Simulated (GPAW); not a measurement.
# Hf (P6_3/mmc) in GPAW: notebook, part 2 of 2

GPAW 26.7.0. Earlier steps stand in the parts before.

## (4) Band structure, r2SCAN

run.py reads:

```python
from ase.dft.bandgap import bandgap
from ase.io import read, write
from ase.units import GPa
from gpaw import GPAW, PW

atoms = read('POSCAR')

calc = GPAW(mode=PW(600),
            xc='MGGA_X_R2SCAN+MGGA_C_R2SCAN',
            kpts={'size': (10, 10, 5), 'gamma': True},
            occupations={'name': 'fermi-dirac', 'width': 0.05},
            nbands=24,
            convergence={'density': 1e-05, 'energy': 1e-05},
            maxiter=150,
            txt='gpaw.txt')
atoms.calc = calc
energy = atoms.get_potential_energy()
forces = atoms.get_forces()
stress = atoms.get_stress()
calc.write('gs.gpw')
write('result.traj', atoms)
print(f'Energy: {energy:.6f} eV')
print('Forces (eV/A):')
print(forces.round(4))
print('Stress (GPa):', (stress / GPa).round(3))
print('Fermi level:', round(calc.get_fermi_level(), 4), 'eV')
print(f'Gap: {bandgap(calc)[0]:.4f} eV, direct: {bandgap(calc, direct=True)[0]:.4f} eV')

path = atoms.cell.bandpath('GMKGALHA,LM,KH', npoints=60, eps=1e-4)
bs_calc = calc.fixed_density(kpts=path, symmetry='off', nbands=36,
                             convergence={'bands': 'CBM+6.0', 'eigenstates': 1e-6}, txt='bands.txt')
bs = bs_calc.band_structure()
bs.write('bs.json')
print(f'Gap on the path: {bandgap(bs_calc)[0]:.4f} eV')
```

POSCAR reads:

```
Hf
1.0
    3.1967000000      0.0000000000      0.0000000000
   -1.5983500000      2.7684234083      0.0000000000
    0.0000000000      0.0000000000      5.0578000000
Hf
2
Direct
    0.6666666667      0.3333333333      0.7500000000
    0.3333333333      0.6666666667      0.2500000000
```

Potentials or basis: GPAW PAW data sets (gpaw-data 1.2.1), pw.

Started as:

```sh
OMP_NUM_THREADS=1 python run.py
```

gpaw.txt:

```text
__  _  _
 | _ |_)|_||  |
 |__||  | ||/\| - 26.7.0

Input parameters:
  mode=PW(ecut=600.0),
  convergence={'density': 1e-05, 'energy': 1e-05},
  kpts=MonkhorstPack(size=(10, 10, 5), gamma=True),
  maxiter=150,
  nbands=24,
  occupations=Occupations(name='fermi-dirac', width=0.05),
  xc=XC(name='MGGA_X_R2SCAN+MGGA_C_R2SCAN')

Diagonalizing LCAO Hamiltonian
Converting LCAO to pw mode

           Hf

        Hf

Atoms  # Å, Bohr magnetons
|   | symbol |         x |        y |        z |    initial magnetic moments |
|---|--------|-----------|----------|----------|-----------------------------|
| 0 |     Hf |  1.598350 | 0.922808 | 3.793350 | ( 0.0000,  0.0000,  0.0000) |
| 1 |     Hf | -0.000000 | 1.845616 | 1.264450 | ( 0.0000,  0.0000,  0.0000) |

Unit cell  # Å
| periodic |         x |        y |        z |  lengths |     angles |
|----------|-----------|----------|----------|----------|------------|
|      yes |  3.196700 | 0.000000 | 0.000000 | 3.196700 |  90.000000 |
|      yes | -1.598350 | 2.768423 | 0.000000 | 3.196700 |  90.000000 |
|      yes |  0.000000 | 0.000000 | 5.057800 | 5.057800 | 120.000000 |

Number of symmetries: 12
Symmetry operations  # r_c * U_cc + t_c -> r_c
|    | kind |            matrix            |
|----|------|------------------------------|
|  0 |  σ   |  1, 1, 0,  0,-1, 0,  0, 0, 1 |
|  1 |  S6  |  1, 1, 0, -1, 0, 0,  0, 0,-1 |
|  2 |  E   |  1, 0, 0,  0, 1, 0,  0, 0, 1 |
|  3 |  C2  |  1, 0, 0, -1,-1, 0,  0, 0,-1 |
|  4 |  C2  |  0, 1, 0,  1, 0, 0,  0, 0,-1 |
|  5 |  C3  |  0, 1, 0, -1,-1, 0,  0, 0, 1 |
|  6 |  S6  |  0,-1, 0,  1, 1, 0,  0, 0,-1 |
|  7 |  σ   |  0,-1, 0, -1, 0, 0,  0, 0, 1 |
|  8 |  σ   | -1, 0, 0,  1, 1, 0,  0, 0, 1 |
|  9 |  i   | -1, 0, 0,  0,-1, 0,  0, 0,-1 |
| 10 |  C3  | -1,-1, 0,  1, 0, 0,  0, 0, 1 |
| 11 |  C2  | -1,-1, 0,  0, 1, 0,  0, 0,-1 |

BZ-sampling:
  Number of BZ points: 500
  Number of IBZ points: 58

  Monkhorst-Pack size: [10, 10, 5]
  Monkhorst-Pack shift: [0.05, 0.05, 0.0]

K-points  # in reciprocal-cell coordinates
|     |                                coordinates |     weight |
|-----|--------------------------------------------|------------|
|   0 | (  0.00000000,   0.00000000,   0.00000000) | 0.00200000 |
|   1 | (  0.00000000,   0.00000000,   0.20000000) | 0.00400000 |
|   2 | (  0.00000000,   0.00000000,   0.40000000) | 0.00400000 |
|   3 | (  0.10000000,   0.00000000,  -0.40000000) | 0.01200000 |
|   4 | (  0.10000000,   0.00000000,  -0.20000000) | 0.01200000 |
|   5 | (  0.10000000,   0.00000000,   0.00000000) | 0.01200000 |
|   6 | (  0.10000000,   0.00000000,   0.20000000) | 0.01200000 |
|   7 | (  0.10000000,   0.00000000,   0.40000000) | 0.01200000 |
|   8 | (  0.20000000,  -0.10000000,   0.00000000) | 0.01200000 |
|   9 | (  0.20000000,  -0.10000000,   0.20000000) | 0.02400000 |
| ... |                                            |            |
|  57 | (  0.50000000,   0.50000000,   0.40000000) | 0.01200000 |

Plane wave coefficients: 1518
Cutoff: 600.0 eV

Spin-components: 1 (collinear spins)
Bands:           24
Projectors:      12
Spin-degeneracy: 2
Datatype:        complex128

Parallelization:
  kpt:    1
  domain: 1
  band:   1

Density:
  Valence electrons: 24.0
  Components: 1
  Grid points: [20 20 30]
  Charge: 0.0  # |e|

Potential:
  Grid points: [20 20 30]

species:
  Hf:
    name:    Hafnium
    Z:       72.0
    valence: 12
    core:    60
    charge:  0.0  # [|e|]
    compensation charges:
      type: gauss
      rc: 0.41  # [Å]
      lmax: 2
    cutoffs:
      filter: 2.36  # [Å]
      core: 4.02  # [Å]
    projectors
    | kind |    occ | energy [eV] | rcut [Å] |
    |------|--------|-------------|----------|
    |   5s |  2.000 |     -66.831 |    1.397 |
    |   6s |  2.000 |      -5.097 |    1.397 |
    |   5p |  6.000 |     -35.599 |    1.307 |
    |   6p |  0.000 |      -1.401 |    1.307 |
    |   5d |  2.000 |      -2.699 |    1.334 |
    |    d |        |      24.513 |    1.334 |

    Using partial waves for Hf as LCAO basis

Reference energy: -819772.230551  # eV

eigensolver:
  PPCG
  Converge bands: occupied
  niter=2

density mixing:
  MSR1-Mixer
  Pratt-step length: 0.05
  Maximum mixing coefficient: 0.75
  Old densities: 10
  SVD Regularization: 0.005
  Good broyden scale: 1.0
  Trust region scale: 1.0
  Backstep threshold: 4.0
  History deletion threshold: 6.0
  Fourier metric: weight=20.0, sigma=0.015

occupation numbers:
  Fermi-Dirac:
    width: 0.0500  # eV

poisson solver:
  ecut: 4800.0  # eV

xc functional:
  name: MGGA_X_R2SCAN+MGGA_C_R2SCAN with 2 nearest neighbor stencil

convergence criteria:
- Maximum integral of absolute [dens]ity change: 1e-05 electrons / valence electron
- Maximum [total energy] change in last 3 cyles: 1e-05 eV / valence electron
- Maximum integral of absolute [eigenst]ate change: 4e-08 eV^2 / valence electron
maximum number of iterations: 150

SCF iterations
|iter     | |      energy | eigst |  dens |
|---------|-|-------------|-------|-------|
|iter:   1| |  -44.237596 | -0.20 |       |
|iter:   2| |  -40.718179 | -1.84 | -1.29 |
|iter:   3| |  -40.745307 | -1.59 | -1.30 |
|iter:   4| |  -40.741396 | -2.83 | -1.98 |
|iter:   5| |  -40.743771 | -3.80 | -2.21 |
|iter:   6| |  -40.744020 | -4.95 | -3.00 |
|iter:   7| |  -40.744060 | -5.80 | -3.37 |
|iter:   8| |  -40.744060c| -7.38 | -4.29 |
|iter:   9| |  -40.744060c| -7.89c| -4.95 |
|iter:  10| |  -40.744060c| -8.58c| -5.72c|

Converged in 10 steps
Energy contributions relative to reference atoms: (reference = -819772.230551)

Energy contributions:
  Kinetic:          31.398857
  Coulomb:         -29.695462
  Zero:             -1.108089
  External:          0.000000
  Xc:              -41.333456
  Entropy:          -0.011822
  Spinorbit:         0.000000
  ----------------------------
  Free energy:     -40.749971
  Extrapolated:    -40.744060

dipole moment: (-0.000013, -0.000023, -0.000042)  # |e|*Ang

Fermi level: 9.883
Eigenvalues  # (at kpt = [0.000, 0.000, 0.000])
| band index |      eig [eV] | occ [0-2] |
|------------|---------------|-----------|
|          0 |       -53.762 |     2.000 |
|        ... |               |           |
|          2 |       -22.412 |     2.000 |
|          3 |       -21.649 |     2.000 |
|          4 |       -21.649 |     2.000 |
|          5 |       -21.527 |     2.000 |
|          6 |       -21.522 |     2.000 |
|          7 |       -21.522 |     2.000 |
[... 8 lines left out ...]
|         16 |        12.793 |     0.000 |
|         17 |        12.793 |     0.000 |
|        ... |               |           |
|         23 |        26.954 |     0.000 |

No gap
No difference between direct/indirect transitions

Forces  # eV/Ang
|        x |       y |        z |
|----------|---------|----------|
| -0.00000 | 0.00000 | -0.00012 |  # Hf   0
|  0.00000 | 0.00000 |  0.00012 |  # Hf   1

Stress tensor  # eV/Ang^3
|         x |         y |         z |
|-----------|-----------|-----------|
| -0.003331 | -0.000000 |  0.000000 |
|  0.000000 | -0.003331 | -0.000000 |
|  0.000000 | -0.000000 |  0.002844 |

# Writing to gs.gpw (mode='')
```

Wall time 2.2 min (1 thread of Intel Xeon Platinum 8259CL at 2.50GHz (Skylake/Cascade Lake), shared host); peak memory 0.39 GiB.

Results:

```
Free energy             : -40.7500 eV
Pressure                : 0.2 GPa
Band gap along the path : none (metal or under the smearing width)
```

Levels at the corners of the path, in eV from the Fermi level:
```tsv
point	band 8	band 9	band 10	band 11	band 12	band 13	band 14	band 15	band 16	band 17
Γ	-31.40	-7.68	-3.82	0.43	1.32	1.32	1.61	2.19	2.19	2.91
M	-31.49	-3.46	-2.84	-2.32	-0.99	0.93	0.97	1.81	6.16	6.66
K	-31.72	-2.19	-1.93	-1.93	-1.57	0.44	0.44	2.23	5.45	5.45
Γ	-31.40	-7.68	-3.82	0.43	1.32	1.32	1.61	2.19	2.19	2.91
A	-31.47	-5.63	-5.63	0.15	0.15	1.22	1.22	1.22	1.22	5.10
L	-31.60	-3.50	-3.50	-1.02	-1.02	1.11	1.11	2.87	2.87	6.35
H	-31.55	-1.72	-1.72	-1.57	-1.57	-0.33	-0.33	2.76	2.76	5.33
A	-31.47	-5.63	-5.63	0.15	0.15	1.22	1.22	1.22	1.22	5.10
L	-31.60	-3.50	-3.50	-1.02	-1.02	1.11	1.11	2.87	2.87	6.35
M	-31.49	-3.46	-2.84	-2.32	-0.99	0.93	0.97	1.81	6.16	6.66
K	-31.72	-2.19	-1.93	-1.93	-1.57	0.44	0.44	2.23	5.45	5.45
H	-31.55	-1.72	-1.72	-1.57	-1.57	-0.33	-0.33	2.76	2.76	5.33
```

Caveat: the PAW data sets were made with another functional, which shifts forces and pressure a little; spin-orbit coupling is left out, which moves the levels of the heavy elements.

## (5) Band structure, r2SCAN, spin-orbit coupling, no magnetisation

Edit run.py of step 4 so:

```diff
@@ -1,5 +1,8 @@
+import numpy as np
 from ase.dft.bandgap import bandgap
 from ase.io import read, write
-from ase.units import GPa
+from ase.units import Bohr, GPa
 from gpaw import GPAW, PW
+from gpaw.elf import elf_from_dft_calculation
+from gpaw.spinorbit import soc_eigenstates
 
@@ -9,3 +12,3 @@
             xc='MGGA_X_R2SCAN+MGGA_C_R2SCAN',
-            kpts={'size': (10, 10, 5), 'gamma': True},
+            kpts={'size': (7, 7, 4), 'gamma': True},
             occupations={'name': 'fermi-dirac', 'width': 0.05},
@@ -28,3 +31,8 @@
 
-path = atoms.cell.bandpath('GMKGALHA,LM,KH', npoints=60, eps=1e-4)
+# fields on the real-space grid
+write('density.cube', atoms, data=calc.get_pseudo_density() * Bohr**3)
+write('potential.cube', atoms, data=calc.get_electrostatic_potential())
+write('elf.cube', atoms, data=elf_from_dft_calculation(calc).data)
+
+path = atoms.cell.bandpath('GMKGALHA,LM,KH', npoints=100, eps=1e-4)
 bs_calc = calc.fixed_density(kpts=path, symmetry='off', nbands=36,
@@ -34 +42,7 @@
 print(f'Gap on the path: {bandgap(bs_calc)[0]:.4f} eV')
+
+soc = soc_eigenstates(bs_calc, theta=90, phi=45, ignore_xc_potential=True)
+np.savetxt('soc_bands.dat', soc.eigenvalues(), fmt='%.4f')
+mesh = soc_eigenstates('gs.gpw', theta=90, phi=45, ignore_xc_potential=True)
+np.savetxt('soc_mesh.dat', mesh.eigenvalues(), fmt='%.4f')
+print('Fermi level with spin-orbit coupling:', round(mesh.fermi_level, 4), 'eV')
```

POSCAR is that of step 4.

Started as:

```sh
OMP_NUM_THREADS=1 python run.py
```

Wall time 2 min (1 thread of Intel Xeon Platinum 8259CL at 2.50GHz (Skylake/Cascade Lake), shared host); peak memory 0.44 GiB.

It converged, with:

| Quantity | Value |
| --- | --- |
| Free energy | -40.7580 eV |
| Pressure | 0.4 GPa |
| Band gap along the path | none (metal or under the smearing width) |

Stress tensor (GPa, compression positive):
```
0.08 0.00 0.00
0.00 0.08 0.00
0.00 0.00 1.08
```

Levels at the corners of the path, in eV from the Fermi level:
| point | band 20 | band 21 | band 22 | band 23 | band 24 | band 25 | band 26 | band 27 | band 28 | band 29 |
| --- | --- | --- | --- | --- | --- | --- | --- | --- | --- | --- |
| Γ | -3.88 | 0.45 | 0.45 | 1.04 | 1.04 | 1.44 | 1.44 | 1.49 | 1.49 | 1.85 |
| M | -2.91 | -2.39 | -2.39 | -0.98 | -0.98 | 0.79 | 0.79 | 0.90 | 0.90 | 1.82 |
| K | -2.19 | -1.76 | -1.76 | -1.63 | -1.63 | 0.32 | 0.32 | 0.43 | 0.43 | 2.22 |
| Γ | -3.88 | 0.45 | 0.45 | 1.04 | 1.04 | 1.44 | 1.44 | 1.49 | 1.49 | 1.85 |
| A | -5.67 | 0.08 | 0.08 | 0.09 | 0.09 | 0.99 | 0.99 | 0.99 | 0.99 | 1.30 |
| L | -3.57 | -1.08 | -1.08 | -1.08 | -1.08 | 1.06 | 1.06 | 1.07 | 1.07 | 2.84 |
| H | -1.80 | -1.75 | -1.75 | -1.45 | -1.45 | -0.55 | -0.55 | -0.17 | -0.17 | 2.55 |
| A | -5.67 | 0.08 | 0.08 | 0.09 | 0.09 | 0.99 | 0.99 | 0.99 | 0.99 | 1.30 |
| L | -3.57 | -1.08 | -1.08 | -1.08 | -1.08 | 1.06 | 1.06 | 1.07 | 1.07 | 2.84 |
| M | -2.91 | -2.39 | -2.39 | -0.98 | -0.98 | 0.79 | 0.79 | 0.90 | 0.90 | 1.82 |
| K | -2.19 | -1.76 | -1.76 | -1.63 | -1.63 | 0.32 | 0.32 | 0.43 | 0.43 | 2.22 |
| H | -1.80 | -1.75 | -1.75 | -1.45 | -1.45 | -0.55 | -0.55 | -0.17 | -0.17 | 2.55 |

Caveat: spin-orbit coupling was added after a scalar SCF, so levels and gaps hold it while energy, forces, pressure and moments don't; this program's spin-orbit splittings come out too wide for heavy elements; the PAW data sets were made with another functional, which shifts forces and pressure a little.

## (6) The runs side by side

| level | potentials or basis | spin | k mesh | band points | spin axis theta (degrees) | spin axis phi (degrees) | pressure (GPa) |
| --- | --- | --- | --- | --- | --- | --- | --- |
| RPBE | the program's PAW data sets (release 1.2.1) made for this functional, pw | off | 10 × 10 × 5 | 60 | - | - | 3.8 |
| revPBE | the program's PAW data sets (release 1.2.1) made for this functional, pw | off | 10 × 10 × 5 | 100 | - | - | 3.0 |
| r2SCAN | GPAW PAW data sets (gpaw-data 1.2.1), pw | off | 10 × 10 × 5 | 60 | - | - | 0.2 |
| r2SCAN | GPAW PAW data sets (gpaw-data 1.2.1), pw | SOC, no magnetisation | 7 × 7 × 4 | 100 | 90 | 45 | 0.4 |

Alike in all rows: task band structure; cell as given; cutoff (eV) 600; smearing fermi-dirac 0.05 eV.

Caveats: spin-orbit coupling is left out, which moves the levels of the heavy elements (some runs); the PAW data sets were made with another functional, which shifts forces and pressure a little (some runs); spin-orbit coupling was added after a scalar SCF, so levels and gaps hold it while energy, forces, pressure and moments don't (some runs); this program's spin-orbit splittings come out too wide for heavy elements (some runs).

Total energies depend on the potentials used, so only differences within one code and one set of settings carry meaning.
